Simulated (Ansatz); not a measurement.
Ni$_{3}$Ge: course of a relaxation

Method: DFT r2SCAN, scalar-relativistic, plane waves, PAW in Ansatz 0.2.0. Run with 500 eV cutoff, 14×14×14 k-mesh, Gaussian smearing of 0.10 eV, no spin polarisation.

What was changed: uniaxial strain along a, with b, c and atoms relaxed: -3.0 %.

Command:

```bash
ansatz run input.yaml --threads 1 --pin off --max-ram 2560MiB --backend cpu --events-out ev --progress --plain --runs-dir out
```

Input:

```yaml
crystal:
  lattice:
    - [3.4266383867, 0.0, 0.0]
    - [0.0, 3.5591115202, 0.0]
    - [0.0, 0.0, 3.5591115202]
  atoms:
    - { symbol: Ni, position: [0.5, 0.0, 0.5] }
    - { symbol: Ni, position: [0.0, 0.5, 0.5] }
    - { symbol: Ni, position: [0.5, 0.5, 0.0] }
    - { symbol: Ge, position: [0.0, 0.0, 0.0] }
basis:
  ecutwfc: 500
kpoints:
  mp_grid: { grid: [14, 14, 14] }
hamiltonian:
  xc: r2scan
scf:
  occupations: { method: gaussian, width: 0.1 }
output:
  forces: true
  stress: true
  eigenvalues: true
relax:
  adjacent_minimum: "off"
  f_tol: 0.008
  max_steps: 40
  cell: { stress_tol: 0.015, fix: [a, angles] }
```

F is the free energy. Steps run on the plane waves of an earlier cell, but the last one, and at times one on the way, on a freshly chosen basis, so a repeated geometry can differ a little in energy. The held parts of the cell keep their stress, so P needn't end at zero.

Steps:

```tsv
step	F − F(1) (eV)	largest force component (eV/Å)	V (Å³/atom)	P (GPa)
1	0.0000	0.000	10.852	3.57
2	-0.0012	0.000	10.894	2.67
3	-0.0015	0.000	10.932	1.91
4	-0.0018	0.000	10.932	1.91
5	-0.0018	0.000	10.933	1.89
6	-0.0018	0.000	10.933	1.89
```

Relaxed structure:

```cif
data_structure
_symmetry_space_group_name_H-M 'P 1'
_symmetry_Int_Tables_number 1
_cell_length_a 3.4266
_cell_length_b 3.5724
_cell_length_c 3.5724
_cell_angle_alpha 90.000
_cell_angle_beta 90.000
_cell_angle_gamma 90.000
_cell_volume 43.73
loop_
_atom_site_label
_atom_site_type_symbol
_atom_site_fract_x
_atom_site_fract_y
_atom_site_fract_z
_atom_site_occupancy
Ni1 Ni 0.50000 0.00000 0.50000 1
Ni2 Ni 0.00000 0.50000 0.50000 1
Ni3 Ni 0.50000 0.50000 0.00000 1
Ge1 Ge 0.00000 0.00000 0.00000 1
```

Symmetry: P4/mmm, No. 123, tetragonal system. The conventional cell has a = 3.572 Å, b = 3.572 Å, c = 3.427 Å, α = 90.00°, β = 90.00°, γ = 90.00°. Ni (site symmetry mmm) has 8 Ni at 2.48 to 2.53 Å and 4 Ge at 2.48 Å as nearest neighbours. Ni (site symmetry 4/mmm) is surrounded by 8 Ni at 2.48 Å and 4 Ge at 2.53 Å. Ge (site symmetry 4/mmm) has 12 Ni at 2.48 to 2.53 Å as nearest neighbours.

The run converged. It took 7.4 min on 1 thread of Arm Neoverse V2, with other jobs on the host, peak memory 0.79 GiB.